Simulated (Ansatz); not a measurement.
Phonon-limited resistivity of InP (Fm-3m, high-pressure type) (computed with Ansatz 0.2.0)

Space group Fm-3m (No. 225), 2 atoms in the cell of the first input below: a = 3.917 Å, b = 3.917 Å, c = 3.917 Å, α = 60.00°, β = 60.00°, γ = 60.00°.

The structure is a measured one, not always of the ambient phase, relaxed without spin–orbit coupling to zero pressure (pressure 0.0 GPa with this functional, without spin–orbit coupling). At ambient pressure this compound is a tetrahedrally bonded semiconductor; the structure shown is a denser one, of the kind that it takes under pressure. Functional: PBE.

Input:

```yaml
crystal:
  lattice:
    - [0.0, 2.769948146, 2.769948146]
    - [2.769948146, 0.0, 2.769948146]
    - [2.769948146, 2.769948146, 0.0]
  atoms:
    - { symbol: In, position: [0.0, 0.0, 0.0] }
    - { symbol: P, position: [0.5, 0.5, 0.5] }
basis:
  ecutwfc: 420
  ecutrho_ratio: 4
kpoints:
  mp_grid: { grid: [10, 10, 10] }
hamiltonian:
  xc: pbe
scf:
  occupations: { method: methfessel_paxton, width: 0.2 }
output: {}
phonons:
  supercell: [2, 2, 2]
  qpath:
    path:
      - [[0.0, 0.0, 0.0], [0.5, 0.0, 0.5], [0.625, 0.25, 0.625]]
      - [[0.375, 0.375, 0.75], [0.0, 0.0, 0.0], [0.5, 0.5, 0.5], [0.5, 0.25, 0.75], [0.5, 0.0, 0.5]]
    npoints: 6
  electrical_resistivity: { mesh: [20, 20, 20], temperatures: [50, 100, 200, 300, 500] }
  superconductivity: { mesh: [20, 20, 20], eliashberg_equations: false }
```

```bash
ansatz run input.yaml --threads 8 --pin off --max-ram 15360MiB --backend cpu --events-out ev --progress --plain --runs-dir out
```

Time: 19 s on 8 threads of AMD EPYC 9R45 96-Core Processor (Zen 5), with other jobs on the host, peak memory 1.9 GiB.

λ_tr,xx from the finest mesh down: 1.819, 1.515, 2.168. The next coarser mesh moves the resistivity at 300 K by 3 % along the axis that moves most.

The run gives λ_tr,xx = 1.819 and a Drude plasma energy ħω_p,xx = 6.56 eV.

Estimate the resistivity along x at 300 K from the high-temperature formula.

ħ/τ = 2π λ_tr k_B T = 0.2955 eV and ρ = 1/(ε0 ω_p² τ) = 51.05 μΩ cm. The Boltzmann solution gives 38.78 μΩ cm, so the estimate is 32 % high; λ_tr itself still moves by 17 % between the two finest meshes.

```json
{"T (K)": "50", "ρ_xx (μΩ cm)": "2.56", "ρ_zz (μΩ cm)": "2.56", "formula, xx": "8.51", "R_H, field along z (10⁻¹¹ m³/C)": "–"}
{"T (K)": "100", "ρ_xx (μΩ cm)": "10.02", "ρ_zz (μΩ cm)": "10.02", "formula, xx": "17.02", "R_H, field along z (10⁻¹¹ m³/C)": "–"}
{"T (K)": "200", "ρ_xx (μΩ cm)": "24.77", "ρ_zz (μΩ cm)": "24.77", "formula, xx": "34.04", "R_H, field along z (10⁻¹¹ m³/C)": "–"}
{"T (K)": "300", "ρ_xx (μΩ cm)": "38.78", "ρ_zz (μΩ cm)": "38.78", "formula, xx": "51.05", "R_H, field along z (10⁻¹¹ m³/C)": "–"}
{"T (K)": "500", "ρ_xx (μΩ cm)": "66.14", "ρ_zz (μΩ cm)": "66.14", "formula, xx": "85.09", "R_H, field along z (10⁻¹¹ m³/C)": "17.7*"}
```

A star marks Hall coefficients that aren't converged: the next coarser mesh moves them by over a fifth (field along z at 500 K: 17.73 against 9.02). A dash marks a Hall coefficient that the run withholds.

At 50 K the solution is 0.3 times the linear formula, and at 500 K 0.78 times. The formula is meant for temperatures above the phonon energies and for bands that vary little within k_B T.

Caveats: a λ_tr over 1 leans on low phonons, which a supercell of eight cells or fewer samples poorly, so it can be far off; melting below the highest temperature wasn't checked; no spin-orbit coupling, which matters for these elements; not converged in the fine mesh; small supercell, couplings not converged in it.

The resistivity rises with temperature throughout, as expected of a metal whose carriers are scattered by phonons. This fits the dense rocksalt arrangement, where the directional tetrahedral bonds that open the gap in ordinary InP are lost and broad s-p bands can overlap. The equal xx and zz values follow from cubic symmetry.

At 50 K the solution lies far below the linear formula because many phonons are frozen out and the remaining long-wavelength ones deflect carriers only through small angles. Freezing-out doesn't explain the whole difference, however. The ratio levels off near 0.78, and the absolute gap between the two curves keeps widening up to 500 K, whereas it should close once all modes are classically populated. The remainder is a difference in slope, which probably reflects variation of velocities and scattering over the Fermi surface, or the sampling of λ_tr.

Since the lattice was relaxed to zero pressure, these values don't give the resistivity of the compressed phase, where stiffer phonons would probably weaken the scattering.
